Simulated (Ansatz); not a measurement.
# Ge (Cmmm) in Ansatz: a series of runs

Aim: see how the results for Ge move with the level of theory and the settings. Levels: BLYP+D3(BJ), BLYP+D4, PBE. Tasks: relaxation of cell and atoms, single point.

Program: Ansatz 0.2.0. These are calculated values, not measurements. Logs are shortened: lines on timing, memory, paths and dates and some standing lists are left out, and cuts for length are marked.

## 1. Starting point

It takes space group Cmmm (No. 65, orthorhombic). The conventional cell has a = 2.794 Å, b = 5.201 Å, c = 2.698 Å, α = 90.00°, β = 90.00°, γ = 90.00°. Ge (site symmetry mmm) has 8 Ge at 2.70 to 2.95 Å as nearest neighbours.

This isn't the form of Ge at room conditions, which is diamond.

## 2. Relaxation of cell and atoms, BLYP+D3(BJ)

Input file input.yaml:

```yaml
crystal:
  lattice:
    - [1.397149, -2.600516, 0.0]
    - [1.397149, 2.600516, 0.0]
    - [0.0, 0.0, 2.698231]
  atoms:
    - { symbol: Ge, position: [0.5, 0.5, 0.0] }
hamiltonian:
  xc: blyp
  pseudopotentials: { kind: paw }
  dispersion: d3bj
kpoints:
  mp_grid: { grid: [11, 11, 10] }
scf:
  occupations: { method: fermi_dirac, width: 0.05 }
output:
  forces: true
  stress: true
  eigenvalues: true
relax:
  f_tol: 0.01
  max_steps: 40
  cell: { stress_tol: 0.05 }
```

Potentials or basis: Ansatz PAW.

Started as:

```console
$ ansatz run input.yaml --threads 2 --pin off --max-ram 5632MiB --backend cpu --events-out ev --progress --plain --runs-dir out
```

Output:

```text
Warning: RAYON_NUM_THREADS=2 ignored (pool sized by the plan → 2); use --threads N
Engine: ansatz 0.2.0, aarch64-unknown-linux-gnu
Pseudopotentials: kind: paw
Pseudopotential: Ge, paw, valence charge 14, recommended cutoff 420 eV (normal), Ge.paw.azcp
Functional definition: BLYP
  parameter beta = 0.0042
  parameter a = 0.04918
  parameter b = 0.132
  parameter c = 0.2533
  parameter d = 0.349
  exchange = b88_x(beta = beta)
  correlation = lyp_c(a = a, b = b, c = c, d = d)
Crystal: 1 atoms, lattice volume = 19.607 Å³
Basis set: ecut = 420 eV, 397 PW (Γ), exchange–correlation on 40×40×40 points (8 copies of the dense FFT grid, shifted against one another)
Bands: 11, of which v1, the nominal top of the filled ones, is band 7 counted from 1 (6 counted from 0)
Symmetry: 8 space group operations
Space group: Cmmm (ITA 65), of the structure as read, at distance tolerance 2.7e-5 Å
k-points: 216 of 1210
Non-local potential: Ge, projectors of the file, l = 0: 2, l = 1: 2, l = 2: 3, l = 3: 1
PAW form: soft (Blöchl's): semilocal exchange-correlation on the pseudo side does not see the compensation charge
PAW frozen core: Ge, regenerated for the run's functional, and the local potential with it (the file was generated under x = pbe(κ = 0.804, μ = 0.2195149727645171), c = pbe(β = 0.06672455060314922))
PAW one-centre angular grid: Ge, 590 points (default); XC on 64 Gauss nodes
Initial density: superposition of atomic densities (neutral atoms: chi_scale 0, normalization atom), corrected by the library's trained network
Initial wavefunctions: pseudopotential atomic-orbital guess
Functional: x = b88, c = lyp
SCF iter   1: F=—  HF=-4305.583461 eV  |F-HF|=—  |Δ(HF+E_count)|=         —  Δρ=8.77e-3  dr2=1.31e-2  ethr=1.77e-3  ⟨swp⟩=5.6  Hψ=14195  notcnv=0
preconditioner: auto → none  [metal: Δε(μ)=0.046 eV  Ē_g=27.192 eV  σ=0.050 eV  W_gap=0.22  n_scr=8 (ndim 8)  ℏωp=31.4 eV  f_vac=0.000  D(μ)=0.48/eV (n_scr^D=0)  sad-step TF]
SCF iter   2: F=—  HF=-4305.580746 eV  |F-HF|=—  |Δ(HF+E_count)|=   2.71e-3  Δρ=5.63e-3  dr2=6.07e-3  ethr=9.39e-5  ⟨swp⟩=1.0  Hψ=4109  notcnv=0
SCF iter   3: F=—  HF=-4305.578999 eV  |F-HF|=—  |Δ(HF+E_count)|=   1.75e-3  Δρ=7.89e-4  dr2=6.25e-5  ethr=4.34e-5  ⟨swp⟩=2.2  Hψ=3585  notcnv=0
SCF iter   4: F=—  HF=-4305.579059 eV  |F-HF|=—  |Δ(HF+E_count)|=   5.96e-5  Δρ=6.64e-4  dr2=4.87e-5  ethr=4.46e-7  ⟨swp⟩=2.0  Hψ=3874  notcnv=0
SCF iter   5: F=—  HF=-4305.578989 eV  |F-HF|=—  |Δ(HF+E_count)|=   6.98e-5  Δρ=1.14e-4  dr2=1.43e-6  ethr=3.48e-7  ⟨swp⟩=2.0  Hψ=3866  notcnv=0
SCF iter   6: F=-4305.578987 eV  HF=-4305.578987 eV  |F-HF|=1.25e-8  |Δ(HF+E_count)|=   1.32e-6  Δρ=1.07e-5  dr2=9.93e-9  ethr=7.14e-10  ⟨swp⟩=3.4  Hψ=9357  notcnv=0
SCF 1 converged in 6 iterations: F = -4305.578987 eV  dr2 = 9.93e-9
relax step   1: F+E_penalty+E_count = -4305.57898736 eV  Δ(F+E_penalty+E_count) = +0.000e0 eV  max|allowed force component| = 0.000e0 eV/Å  Δτ_max = 0.0000 Å  P = -0.903 GPa  Ω = 19.607 Å³  (6 SCF iters, dr2 threshold 1.00e-7 eV, accepted)
Crystal: 1 atoms, lattice volume = 19.138 Å³
Basis set: ecut = 420 eV, 393 PW (Γ), exchange–correlation on 40×40×40 points (8 copies of the dense FFT grid, shifted against one another)
Initial density: handed on by an earlier stage of this run
Initial wavefunctions: those handed on with the density
iter 1 solved again at ethr=4.05e-6 eV; its pass at ethr=3.10e-3 eV (dr2=5.67e-4 eV) is discarded
SCF iter   1: F=—  HF=-4305.584678 eV  |F-HF|=—  |Δ(HF+E_count)|=         —  Δρ=1.63e-3  dr2=5.75e-4  ethr=4.05e-6  ⟨swp⟩=1.0  Hψ=18907  notcnv=0
[... 35 lines left out ...]
SCF iter   3: F=—  HF=-4305.585599 eV  |F-HF|=—  |Δ(HF+E_count)|=   4.22e-4  Δρ=3.89e-5  dr2=2.32e-8  ethr=4.10e-9  ⟨swp⟩=3.0  Hψ=3921  notcnv=0
SCF iter   4: F=—  HF=-4305.585604 eV  |F-HF|=—  |Δ(HF+E_count)|=   4.24e-6  Δρ=1.08e-6  dr2=1.04e-10  ethr=1.65e-10  ⟨swp⟩=2.0  Hψ=3893  notcnv=0
SCF iter   5: F=-4305.585604 eV  HF=-4305.585604 eV  |F-HF|=9.09e-11  |Δ(HF+E_count)|=  6.14e-10  Δρ=3.42e-7  dr2=6.96e-12  ethr=1.00e-12  ⟨swp⟩=5.0  Hψ=8770  notcnv=0
SCF 6 converged in 5 iterations: F = -4305.585604 eV  dr2 = 6.96e-12
relax step   6: F+E_penalty+E_count = -4305.58560365 eV  Δ(F+E_penalty+E_count) = +5.623e-5 eV  max|allowed force component| = 0.000e0 eV/Å  Δτ_max = 0.0000 Å  P = -0.012 GPa  Ω = 19.322 Å³  stress off target by 4.72e-2 GPa  SCF on the basis re-selected at this cell (its energy is not comparable with the rows above)  (5 SCF iters)
basis re-selected at this cell: Δ(F+E_penalty+E_count) = +5.623e-5 eV, ΔP = +0.004 GPa vs the last step (what re-selecting the basis moved, of the pressure what is left beyond the Pulay correction that the steps carried, after the strain that the cell walked since its last selection, with what the two solves' SCF thresholds leave and, on support functions, any second-order correction that the steps lacked; it is no measure of the basis error at this ecutwfc). This SCF's stress stands 4.72e-2 GPa from its target on what of the cell is left free (relax.cell.stress_tol is 5.00e-2 GPa) and its largest allowed force component is 0.00e0 eV/Å (relax.f_tol is 1.00e-2 eV/Å): within both
SCF converged after 5 iterations
Free energy (F): -4305.585604 eV
Harris-Foulkes:  -4305.585604 eV  (|F-HF|=9.09e-11)
Internal energy: -4305.581514 eV  (E = F + TS)
E sigma→0 (E₀):  -4305.583559 eV
Entropy (-TS):   -0.004089 eV (-4.089 meV/atom)
Fermi energy:    11.048297 eV
--- Per-component energies (eV) ---
  E_band       = -113.667426
  E_kinetic    = 111.475566
  E_local      = -2174.151102  (includes V_loc(G=0)·N_el)
  E_nonlocal   = 411.471923
  E_hartree    = 953.640563
  E_xc         = -74.617065
  E_vxc        = -62.958912  (∫ρ·V_xc dr)
  E_paw        = -2028.478805  (= ΣΔE_a)
  E_vpaw       = -306.786387  (= ΣTr[D̂ρ^β])
  E_aug_tail   = 0.000331  (compensation charges beyond the density's cutoff)
  E_ewald      = -1504.238801
  E_disp       = -0.794792  (pairwise vdW)
  E_core_change = 0.110668  (= ΣΔE_core)
  E_smearing   = -0.004089  (= −TS)
  E_closure    = 0.000000  (closes the sum)
  Σ components = -4305.585604   (vs F -4305.585604, Δ=0.00e0)
--- Forces (eV/Å), atoms counted from 1 ---
  atom   1  Ge     0.00000000     0.00000000     0.00000000
  max |Σ_I F_I| component: 0.00e0 eV/Å
--- Stress (GPa, compression-positive) ---
       -0.016128       0.000000       0.000000
        0.000000      -0.047238       0.000000
        0.000000       0.000000       0.026942
  P = ⅓ Tr σ = -0.0121 GPa (-0.121 kbar)
--- Band table (eV; the first three rows and the last of 216) ---
  k-point 0: bands = ["-13.7800", "-13.7238", "-13.7182", "-13.5648", "-13.5626", "-1.9526", "17.3208", "19.0390", "19.1780", "21.1456", "25.1688"]
  k-point 1: bands = ["-13.7619", "-13.7230", "-13.7173", "-13.5708", "-13.5686", "-1.7601", "15.0565", "19.2202", "19.3592", "23.4023", "25.3455"]
  k-point 2: bands = ["-13.7207", "-13.7151", "-13.7146", "-13.5866", "-13.5843", "-1.1875", "11.8606", "19.7400", "19.8792", "25.4683", "25.8785"]
  k-point 215: bands = ["-13.7490", "-13.7033", "-13.6418", "-13.5936", "-13.4932", "6.2549", "9.0882", "9.1092", "15.1646", "17.9766", "23.5198"]
--- Relaxed structure (5 steps of the walk, 5 accepted, 1 SCFs on fresh bases) ---
  F+E_penalty+E_count = -4305.58560365 eV   max|allowed force component| = 0.000e0 eV/Å   (the final SCF, on the basis selected at the relaxed cell)
  cell:  # Å, volume = 19.3220 Å³
    - [1.4287431082071191, -2.493247586872676, 0.0]
    - [1.4287431082071191, 2.493247586872676, 0.0]
    - [0.0, 0.0, 2.7120826274185754]
  atoms:
    - { symbol: Ge, position: [0.5000000000000001, 0.5000000000000001, 0.0] }
```

It took 9.7 s on 2 threads of Arm Neoverse V1, shared host; peak memory 0.3 GiB.

What came out:

```
Free energy                            : -4305.5856 eV
Relaxed volume                         : 19.32 Å³/atom
Relaxed cell                           : a = 2.874 Å, b = 2.874 Å, c = 2.712 Å, α = 90.00°, β = 90.00°, γ = 120.37°
Space group after relaxing (to 0.05 Å) : P6/mmm (No. 191)
Energy gained by relaxing              : 6.6 meV/atom
Ionic steps                            : 6
Pressure after relaxing                : 0.0 GPa
Band gap on the k mesh                 : none (metal or under the smearing width)
```

Step by step:
```tsv
step	energy change (eV)	largest force (eV/Å)	volume (Å³)
1	0.0000	0.0000	19.61
2	-0.0056	0.0000	19.14
3	-0.0064	0.0000	19.30
4	-0.0066	0.0000	19.33
5	-0.0067	0.0000	19.32
6	-0.0066	0.0000	19.32
```

Final structure:
```yaml
crystal:
  lattice:
    - [1.42874, -2.49325, 0.00000]
    - [1.42874, 2.49325, 0.00000]
    - [0.00000, 0.00000, 2.71208]
  atoms:
    - { symbol: Ge, position: [0.50000, 0.50000, 0.00000] }
```

Caveat: the plane-wave basis is chosen anew once the cell has moved, so the energies of steps on either side of that aren't comparable; pairwise dispersion overbinds metals, which lowers pressure and volume; the PAW data sets come from PBE, with cores solved anew for the run's functional, which leaves a small shift of forces and pressure.

## 3. Relaxation of cell and atoms, BLYP+D4

Edit input.yaml of step 2 so:

```diff
@@ -10,3 +10,3 @@
   pseudopotentials: { kind: paw }
-  dispersion: d3bj
+  dispersion: d4
 kpoints:
```

Potentials or basis: Ansatz PAW.

Started as:

```console
$ ansatz run input.yaml --threads 2 --pin off --max-ram 5632MiB --backend cpu --events-out ev --progress --plain --runs-dir out
```

Wall time 12 s (2 threads of Arm Neoverse V1, shared host); peak memory 0.31 GiB.

The run converged. Its results:

```yaml
Free_energy: -4305.5090 eV
Relaxed_volume: 19.59 Å³/atom
Relaxed_cell: a = 2.883 Å, b = 2.883 Å, c = 2.725 Å, α = 90.00°, β = 90.00°, γ = 120.16°
Space_group_after_relaxing_to_0.05_Å: P6/mmm (No. 191)
Energy_gained_by_relaxing: 5.9 meV/atom
Ionic_steps: 7
Pressure_after_relaxing: 0.0 GPa
Band_gap_on_the_k_mesh: none (metal or under the smearing width)
```

The path:
| step | energy change (eV) | largest force (eV/Å) | volume (Å³) |
| --- | --- | --- | --- |
| 1 | 0.0000 | 0.0000 | 19.61 |
| 2 | -0.0046 | 0.0000 | 19.46 |
| 3 | -0.0055 | 0.0000 | 19.65 |
| 4 | -0.0058 | 0.0000 | 19.55 |
| 5 | -0.0058 | 0.0000 | 19.59 |
| 6 | -0.0058 | 0.0000 | 19.59 |
| 7 | -0.0059 | 0.0000 | 19.59 |

Final structure:
```xyz
1
Lattice="1.4381 -2.4987 0.0000 1.4381 2.4987 0.0000 0.0000 0.0000 2.7254" Properties=species:S:1:pos:R:3 pbc="T T T"
Ge    1.4381    0.0000    0.0000
```

Levels at points of the mesh, in eV from the Fermi level:
```tsv
k point	band 3	band 4	band 5	band 6	band 7	band 8	band 9	band 10	band 11
(0.00, 0.00, 0.00)	-24.76	-24.61	-24.61	-12.89	6.19	7.93	7.99	10.04	14.12
(0.00, 0.00, -0.50)	-24.67	-24.67	-24.63	-9.40	-5.52	10.51	10.57	16.90	17.13
```

Caveat: the plane-wave basis is chosen anew once the cell has moved, so the energies of steps on either side of that aren't comparable; pairwise dispersion overbinds metals, which lowers pressure and volume; the PAW data sets come from PBE, with cores solved anew for the run's functional, which leaves a small shift of forces and pressure.

## 4. Single point, PBE

Input file input.yaml:

```yaml
crystal:
  lattice:
    - [1.397149, -2.600516, 0.0]
    - [1.397149, 2.600516, 0.0]
    - [0.0, 0.0, 2.698231]
  atoms:
    - { symbol: Ge, position: [0.5, 0.5, 0.0] }
hamiltonian:
  xc: pbe
  pseudopotentials: { kind: paw }
kpoints:
  mp_grid: { grid: [11, 11, 10] }
scf:
  occupations: { method: gaussian, width: 0.029 }
output:
  forces: true
  stress: true
  eigenvalues: true
```

Started as:

```console
$ ansatz run input.yaml --threads 2 --pin off --max-ram 5632MiB --backend cpu --events-out ev --progress --plain --runs-dir out
```

Wall time 1.4 s (2 threads of Arm Neoverse V1, shared host); peak memory 0.3 GiB.

The run converged. Its results:

| Quantity | Value |
| --- | --- |
| Free energy | -4294.7332 eV |
| Pressure | -0.6 GPa |
| Band gap on the k mesh | none (metal or under the smearing width) |

Stress tensor (GPa, compression positive):
```
 1.07  0.00  0.00
 0.00 -2.83  0.00
 0.00  0.00 -0.18
```

Levels at points of the mesh, in eV from the Fermi level:
```csv
k point,band 4,band 5,band 6,band 7,band 8,band 9,band 10,band 11
"(0.00, 0.00, 0.00)",-24.50,-24.48,-12.84,6.68,7.15,8.66,10.12,12.46
"(0.00, 0.00, -0.50)",-24.55,-24.51,-9.08,-5.66,9.98,11.49,15.92,16.14
```

## 5. Overview

```csv
task,level,cell,smearing,gap on the mesh (eV),pressure (GPa),relaxed volume (Å³/atom)
relaxation of cell and atoms,BLYP+D3(BJ),relaxed,fermi-dirac 0.05 eV,none,0.0,19.32
relaxation of cell and atoms,BLYP+D4,relaxed,fermi-dirac 0.05 eV,none,0.0,19.59
single point,PBE,as given,gaussian 0.029 eV,none,-0.6,-
```

Alike in all rows: potentials or basis Ansatz PAW; no spin polarisation; k mesh 11 × 11 × 10; cutoff (eV) 420.

Caveats: the plane-wave basis is chosen anew once the cell has moved, so the energies of steps on either side of that aren't comparable (some runs); pairwise dispersion overbinds metals, which lowers pressure and volume (some runs); the PAW data sets come from PBE, with cores solved anew for the run's functional, which leaves a small shift of forces and pressure (some runs).

Total energies depend on the potentials used, so only differences within one code and one set of settings carry meaning.
